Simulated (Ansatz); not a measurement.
# Pt under changes of volume

One of the cells (15.904 Å³/atom); the others are scaled copies at fixed shape and fractional positions:

```xyz
1
Lattice="-1.5842 1.5842 1.5842 1.5842 -1.5842 1.5842 1.5842 1.5842 -1.5842" Properties=species:S:1:pos:R:3 pbc="T T T"
Pt    0.0000    0.0000    0.0000
```

This isn't the form of Pt at room conditions, which is fcc.

- Program: Ansatz 0.2.0
- Functional: PBEsol
- Potentials or basis: Ansatz PAW
- Cutoff: 420 eV (not typed: the program's choice for these potentials)
- k mesh: 12 × 12 × 12
- Occupations: fermi-dirac, width 0.05 eV
- Spin: no spin polarisation

```tsv
volume (Å³/atom)	energy over the lowest point (meV/atom)	pressure (GPa)
14.950	?	?
15.268	0.00	-1.3
15.586	8.09	-6.6
15.904	26.00	-11.2
16.222	52.48	-15.2
16.540	86.46	-18.8
16.858	126.95	-21.8
```

Task: What does the run at 14.950 Å³/atom give?

Result: Energy over the lowest point 3.16 meV/atom; pressure 4.7 GPa.

Worked out: A Birch-Murnaghan fit of order 3 (a polynomial in V^(-2/3)) to the other rows has its minimum at 15.19 Å³/atom, just outside them, with B0 = V·E''(V) = 279 GPa and B' = 5.4. It gives 3.14 meV/atom at 14.950 Å³/atom, against the run's 3.16, and -dE/dV = 4.7 GPa, against 4.7.

Energies are extrapolated to zero smearing.

Caveats: the PAW data sets come from PBE, with cores solved anew for the run's functional, which leaves a small shift of forces and pressure.
